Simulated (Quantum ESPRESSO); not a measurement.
Here is a Quantum ESPRESSO 7.5 calculation.

The input pw.in:

```
&CONTROL
  calculation = 'scf'
  prefix = 'pwscf'
  outdir = './tmp'
  pseudo_dir = './pseudo'
  tprnfor = .true.
  tstress = .true.
  disk_io = 'low'
/
&SYSTEM
  ibrav = 0
  celldm(1) = 8
  nat = 2
  ntyp = 1
  ecutwfc = 78
  nbnd = 21
  occupations = 'smearing'
  smearing = 'fd'
  degauss = 0.00367493
/
&ELECTRONS
  conv_thr = 4d-10
  electron_maxstep = 120
  mixing_beta = 0.5
/
ATOMIC_SPECIES
Ge    72.6300 Ge.upf
CELL_PARAMETERS alat
 -0.5895704568752   0.6261756329880   0.3394295357003
  0.5895704568752  -0.6261756329880   0.3394295357003
  0.5895704568752   0.6261756329880  -0.3394295357003
ATOMIC_POSITIONS crystal
Ge     0.3140570000    0.0640570000    0.2500000000
Ge     0.6859430000    0.9359430000    0.7500000000
K_POINTS automatic
9 9 9 0 0 0
```

The input nscf.in:

```
&CONTROL
  calculation = 'nscf'
  prefix = 'pwscf'
  outdir = './tmp'
  pseudo_dir = './pseudo'
  disk_io = 'low'
/
&SYSTEM
  ibrav = 0
  celldm(1) = 8
  nat = 2
  ntyp = 1
  ecutwfc = 78
  nbnd = 26
  occupations = 'smearing'
  smearing = 'fd'
  degauss = 0.00367493
  nosym = .true.
  noinv = .true.
/
&ELECTRONS
  conv_thr = 1d-09
  electron_maxstep = 120
  mixing_beta = 0.5
  diago_full_acc = .true.
  startingwfc = 'random'
/
ATOMIC_SPECIES
Ge    72.6300 Ge.upf
CELL_PARAMETERS alat
 -0.5895704568752   0.6261756329880   0.3394295357003
  0.5895704568752  -0.6261756329880   0.3394295357003
  0.5895704568752   0.6261756329880  -0.3394295357003
ATOMIC_POSITIONS crystal
Ge     0.3140570000    0.0640570000    0.2500000000
Ge     0.6859430000    0.9359430000    0.7500000000
K_POINTS crystal
343
  0.00000000   0.00000000   0.00000000 2.91545190e-03
  0.00000000   0.00000000   0.14285714 2.91545190e-03
  0.00000000   0.00000000   0.28571429 2.91545190e-03
  0.00000000   0.00000000   0.42857143 2.91545190e-03
  0.00000000   0.00000000   0.57142857 2.91545190e-03
  0.00000000   0.00000000   0.71428571 2.91545190e-03
[... 335 lines left out ...]
  0.85714286   0.85714286   0.71428571 2.91545190e-03
  0.85714286   0.85714286   0.85714286 2.91545190e-03
```

pw2wan.in

```
&INPUTPP
  prefix = 'pwscf'
  outdir = './tmp'
  seedname = 'w'
  write_mmn = .true.
  write_amn = .true.
/
```

bands.in

```
&CONTROL
  calculation = 'bands'
  prefix = 'pwscf'
  outdir = './tmp'
  pseudo_dir = './pseudo'
  disk_io = 'low'
/
&SYSTEM
  ibrav = 0
  celldm(1) = 8
  nat = 2
  ntyp = 1
  ecutwfc = 78
  nbnd = 26
  occupations = 'smearing'
  smearing = 'fd'
  degauss = 0.00367493
/
&ELECTRONS
  conv_thr = 1d-08
  electron_maxstep = 120
  mixing_beta = 0.5
  diago_full_acc = .true.
  startingwfc = 'random'
/
ATOMIC_SPECIES
Ge    72.6300 Ge.upf
CELL_PARAMETERS alat
 -0.5895704568752   0.6261756329880   0.3394295357003
  0.5895704568752  -0.6261756329880   0.3394295357003
  0.5895704568752   0.6261756329880  -0.3394295357003
ATOMIC_POSITIONS crystal
Ge     0.3140570000    0.0640570000    0.2500000000
Ge     0.6859430000    0.9359430000    0.7500000000
K_POINTS crystal
66
  0.00000000   0.00000000   0.00000000 1
  0.03594000   0.03594000  -0.03594000 1
  0.07188000   0.07188000  -0.07188000 1
  0.10782000   0.10782000  -0.10782000 1
  0.14376000   0.14376000  -0.14376000 1
  0.17970000   0.17970000  -0.17970000 1
  0.21564000   0.21564000  -0.21564000 1
  0.25157900   0.25157900  -0.25157900 1
  0.28751900   0.28751900  -0.28751900 1
  0.32345900   0.32345900  -0.32345900 1
  0.22131300   0.38887600  -0.22131300 1
  0.14754200   0.42591700  -0.14754200 1
  0.07377100   0.46295900  -0.07377100 1
  0.00000000   0.50000000   0.00000000 1
  0.06250000   0.43750000   0.06250000 1
  0.12500000   0.37500000   0.12500000 1
  0.18750000   0.31250000   0.18750000 1
  0.25000000   0.25000000   0.25000000 1
  0.31250000   0.18750000   0.18750000 1
  0.37500000   0.12500000   0.12500000 1
  0.43750000   0.06250000   0.06250000 1
  0.50000000   0.00000000   0.00000000 1
  0.54413500  -0.08086500   0.08086500 1
  0.58827000  -0.16173000   0.16173000 1
  0.63240600  -0.24259400   0.24259400 1
  0.67654100  -0.32345900   0.32345900 1
  0.64123300  -0.35876700   0.35876700 1
  0.60592400  -0.39407600   0.39407600 1
  0.57061600  -0.42938400   0.42938400 1
  0.53530800  -0.46469200   0.46469200 1
  0.50000000  -0.50000000   0.50000000 1
  0.43750000  -0.43750000   0.43750000 1
  0.37500000  -0.37500000   0.37500000 1
  0.31250000  -0.31250000   0.31250000 1
  0.25000000  -0.25000000   0.25000000 1
  0.18750000  -0.18750000   0.18750000 1
  0.12500000  -0.12500000   0.12500000 1
  0.06250000  -0.06250000   0.06250000 1
  0.00000000   0.00000000   0.00000000 1
 -0.05895300   0.05895300   0.05895300 1
 -0.11790600   0.11790600   0.11790600 1
 -0.17685900   0.17685900   0.17685900 1
 -0.23581300   0.23581300   0.23581300 1
 -0.29476600   0.29476600   0.29476600 1
 -0.35371900   0.35371900   0.35371900 1
 -0.41267200   0.41267200   0.41267200 1
 -0.47162500   0.47162500   0.47162500 1
 -0.37730000   0.37730000   0.47730000 1
 -0.28297500   0.28297500   0.48297500 1
 -0.18865000   0.18865000   0.48865000 1
 -0.09432500   0.09432500   0.49432500 1
  0.00000000   0.00000000   0.50000000 1
  0.03571400   0.03571400   0.46428600 1
  0.07142900   0.07142900   0.42857100 1
  0.10714300   0.10714300   0.39285700 1
  0.14285700   0.14285700   0.35714300 1
  0.17857100   0.17857100   0.32142900 1
  0.21428600   0.21428600   0.28571400 1
  0.25000000   0.25000000   0.25000000 1
 -0.29508500   0.64816600   0.29508500 1
 -0.33039300   0.61285800   0.33039300 1
 -0.36570100   0.57755000   0.36570100 1
 -0.40100900   0.54224100   0.40100900 1
 -0.43631700   0.50693300   0.43631700 1
 -0.47162500   0.47162500   0.47162500 1
  0.50000000  -0.50000000   0.50000000 1
```

The input w.win:

```
num_wann = 8
num_bands = 16
guiding_centres = true
dis_froz_max = 13.63
dis_num_iter = 600
dis_mix_ratio = 0.5
dis_conv_tol = 1.0d-9
num_iter = 0
search_shells = 100
kmesh_tol = 1.0d-4
conv_tol = 1.0d-8
conv_window = 4
num_print_cycles = 200
fermi_energy = 11.6325
bands_plot = true
write_hr = true
mp_grid = 7 7 7
exclude_bands = 1-10
begin projections
Ge: s;p
end projections
begin unit_cell_cart
ang
 -2.4958980000   2.6508630000   1.4369470000
  2.4958980000  -2.6508630000   1.4369470000
  2.4958980000   2.6508630000  -1.4369470000
end unit_cell_cart
begin atoms_frac
Ge   0.3140570000   0.0640570000   0.2500000000
Ge   0.6859430000   0.9359430000   0.7500000000
end atoms_frac
begin kpoint_path
G   0.0000000000   0.0000000000   0.0000000000  X   0.3234593264   0.3234593264  -0.3234593264
X   0.3234593264   0.3234593264  -0.3234593264  L   0.2950845098   0.3518341431  -0.2950845098
L   0.2950845098   0.3518341431  -0.2950845098  T   0.0000000000   0.5000000000   0.0000000000
T   0.0000000000   0.5000000000   0.0000000000  W   0.2500000000   0.2500000000   0.2500000000
W   0.2500000000   0.2500000000   0.2500000000  R   0.5000000000   0.0000000000   0.0000000000
R   0.5000000000   0.0000000000   0.0000000000  X1   0.6765406736  -0.3234593264   0.3234593264
X1   0.6765406736  -0.3234593264   0.3234593264  Z   0.5000000000  -0.5000000000   0.5000000000
Z   0.5000000000  -0.5000000000   0.5000000000  G   0.0000000000   0.0000000000   0.0000000000
G   0.0000000000   0.0000000000   0.0000000000  Y  -0.4716251834   0.4716251834   0.4716251834
Y  -0.4716251834   0.4716251834   0.4716251834  S   0.0000000000   0.0000000000   0.5000000000
S   0.0000000000   0.0000000000   0.5000000000  W   0.2500000000   0.2500000000   0.2500000000
L1  -0.2950845098   0.6481658569   0.2950845098  Y  -0.4716251834   0.4716251834   0.4716251834
Y1   0.4716251834  -0.4716251834   0.5283748166  Z   0.5000000000  -0.5000000000   0.5000000000
end kpoint_path
bands_num_points = 9
begin kpoints
  0.00000000   0.00000000   0.00000000
  0.00000000   0.00000000   0.14285714
  0.00000000   0.00000000   0.28571429
  0.00000000   0.00000000   0.42857143
  0.00000000   0.00000000   0.57142857
  0.00000000   0.00000000   0.71428571
[... 335 lines left out ...]
  0.85714286   0.85714286   0.71428571
  0.85714286   0.85714286   0.85714286
end kpoints
```

Potentials or basis: PseudoDojo 0.4.1 SR LDA standard.

Run with:

```bash
$ OMP_NUM_THREADS=1 pw.x -in pw.in > pw.out
$ OMP_NUM_THREADS=1 pw.x -in nscf.in > nscf.out
$ wannier90.x -pp w
$ OMP_NUM_THREADS=1 pw2wannier90.x -in pw2wan.in > pw2wan.out
$ wannier90.x w
$ OMP_NUM_THREADS=1 pw.x -in bands.in > bands.out
```

Q: What does it give for the total Wannier spread?

A: 15.24 Å² over 8 functions.

Q: What does it give for the RMS miss of the Wannier bands?

A: 0.023 eV.

Q: Predict the largest force.

A: 0.048 eV/Å.

Q: Predict the pressure.

A: -4.2 GPa.

Q: Estimate the band gap on the k mesh.

A: None (metal or under the smearing width).

Stress tensor (GPa, compression positive):
```
-4.01  0.00  0.00
 0.00 -4.47  0.00
 0.00  0.00 -4.04
```
